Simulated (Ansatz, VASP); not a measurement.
# One calculation of KMgF3, two programs

The input INCAR:

```
PREC = Accurate ; ENCUT = 600
EDIFF = 1E-6 ; ISMEAR = 0
SIGMA = 0.02 ; LREAL = False
LASPH = True ; NELM = 100
ALGO = Normal ; ISIF = 3
LWAVE = False ; LCHARG = False
GGA = PE ; IBRION = 2
NSW = 100 ; EDIFFG = -0.005
```

KPOINTS

```
regular mesh
0
Gamma
  6 6 6
```

POSCAR

```
KMgF3
1.0
    3.9784682300      0.0000000000      0.0000000000
    0.0000000000      3.9784682300      0.0000000000
    0.0000000000      0.0000000000      3.9784682300
K Mg F
1 1 3
Direct
    0.5000000000      0.5000000000      0.5000000000
    0.0000000000      0.0000000000      0.0000000000
    0.0000000000      0.5000000000      0.0000000000
    0.0000000000      0.0000000000      0.5000000000
    0.5000000000      0.0000000000      0.0000000000
```

Input for Ansatz:

```yaml
crystal:
  lattice:
    - [3.97846823, 0.0, 0.0]
    - [0.0, 3.97846823, 0.0]
    - [0.0, 0.0, 3.97846823]
  atoms:
    - { symbol: K, position: [0.5, 0.5, 0.5] }
    - { symbol: Mg, position: [0.0, 0.0, 0.0] }
    - { symbol: F, position: [0.0, 0.5, 0.0] }
    - { symbol: F, position: [0.0, 0.0, 0.5] }
    - { symbol: F, position: [0.5, 0.0, 0.0] }
basis:
  ecutwfc: 420
kpoints:
  mp_grid: { grid: [6, 6, 6] }
hamiltonian:
  xc: pbe
scf:
  occupations: { method: gaussian, width: 0.02 }
output:
  forces: true
  stress: true
  eigenvalues: true
  write_density: true
  write_potential: true
  elf: true
  volumetric_format: npy
relax:
  adjacent_minimum: "off"
  f_tol: 0.005
  max_steps: 80
  cell: { stress_tol: 0.05 }
```

The cell is a database's computed one.

Alike in both runs: task relaxation of cell and atoms; functional PBE; k mesh 6 × 6 × 6; occupations gaussian, width 0.02 eV; no spin polarisation.

|  | VASP | Ansatz |
| --- | --- | --- |
| version | VASP 6.6.1 | Ansatz 0.2.0 |
| potentials or method | VASP PAW PBE potentials, release 64 (K_sv, Mg, F) | scalar-relativistic, plane waves, PAW |
| plane-wave cutoff (eV) | 600 | 420 |
| valence electrons in the cell | 32 | 40 |

|  | VASP | Ansatz | Ansatz less VASP |
| --- | --- | --- | --- |
| gap on the k mesh at the Fermi level, each at its own relaxed structure (eV) | 6.98 | 6.96 | -0.016 |
| relaxed volume (Å³/atom) | 13.24 | 13.32 | +0.085 |
| relaxed cell length with the largest relative difference (Å) | 4.045 | 4.054 | +0.0086 |
| energy change over the relaxation (meV/atom) | -7 | -9 | -2.2 |

The two sets of potentials don't hold the same shells in valence.

A k mesh can miss the band edges. As with any semilocal functional, this PBE gap is likely too small.
